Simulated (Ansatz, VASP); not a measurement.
**MgO in VASP and in Ansatz**

File POSCAR:

```
MgO
1.0
    0.0000000000      2.1351500000      2.1351500000
    2.1351500000      0.0000000000      2.1351500000
    2.1351500000      2.1351500000      0.0000000000
Mg O
1 1
Direct
    0.0439079222     -0.0439079222      0.0439079222
    0.5000000000      0.5000000000      0.5000000000
```

File INCAR.step1:

```
PREC = Accurate ; ENCUT = 520
ISMEAR = 0 ; SIGMA = 0.05
LREAL = F ; LASPH = T
NELM = 100 ; NBANDS = 11
GGA = PE ; ALGO = Normal
EDIFF = 1E-4 ; LWAVE = T
LCHARG = F
```

Contents of INCAR.step2:

```
PREC = Accurate ; ENCUT = 520
EDIFF = 1E-6 ; ISMEAR = 0
SIGMA = 0.05 ; LREAL = F
LASPH = T ; NELM = 100
ALGO = Normal ; ISIF = 2
LWAVE = F ; LCHARG = F
METAGGA = R2SCAN ; LMIXTAU = T
NBANDS = 11 ; ISTART = 1
```

KPOINTS

```
regular mesh
0
Gamma
  10 10 10
```

Input for Ansatz:

```yaml
crystal:
  lattice:
    - [0.0, 2.13515, 2.13515]
    - [2.13515, 0.0, 2.13515]
    - [2.13515, 2.13515, 0.0]
  atoms:
    - { symbol: Mg, position: [0.0439079222, -0.0439079222, 0.0439079222] }
    - { symbol: O, position: [0.5, 0.5, 0.5] }
basis:
  ecutwfc: 500
kpoints:
  mp_grid: { grid: [10, 10, 10] }
hamiltonian:
  xc: r2scan
scf:
  occupations: { method: gaussian, width: 0.05 }
output:
  forces: true
  stress: true
  eigenvalues: true
```

Change from the starting cell: all Mg atoms moved +0.188 Å, as atom 1 along Cartesian [0 1 0].

Alike in both runs: task single point; functional r2SCAN; k mesh 10 × 10 × 10; occupations gaussian, width 0.05 eV; no spin polarisation.

|  | VASP | Ansatz |
| --- | --- | --- |
| version | VASP 6.6.1 | Ansatz 0.2.0 |
| potentials or method | VASP PAW PBE potentials, release 64 (Mg, O) | scalar-relativistic, plane waves, PAW |
| plane-wave cutoff (eV) | 520 | 500 |
| valence electrons in the cell | 8 | 16 |

Ansatz gave:

- gap on the k mesh at the Fermi level (eV): 5.21
- least direct gap on the mesh (eV): 5.21
- pressure (GPa): -3.9
- largest component of the traceless stress (GPa): 7.44
- rms of the force components (eV/Å): 0.618

Task: Estimate VASP's values.

Result: gap on the k mesh at the Fermi level (eV): 5.19; least direct gap on the mesh (eV): 5.19; pressure (GPa): -5.0; largest component of the traceless stress (GPa): 7.60; rms of the force components (eV/Å): 0.623.

Atom by atom the forces differ by 0.006 eV/Å (rms over components). The functional is the same, so the differences come from potentials, cutoffs and numerics. The two sets of potentials don't hold the same shells in valence.

Caveats: the PAW data sets were made with another functional, which shifts forces and pressure a little (VASP).
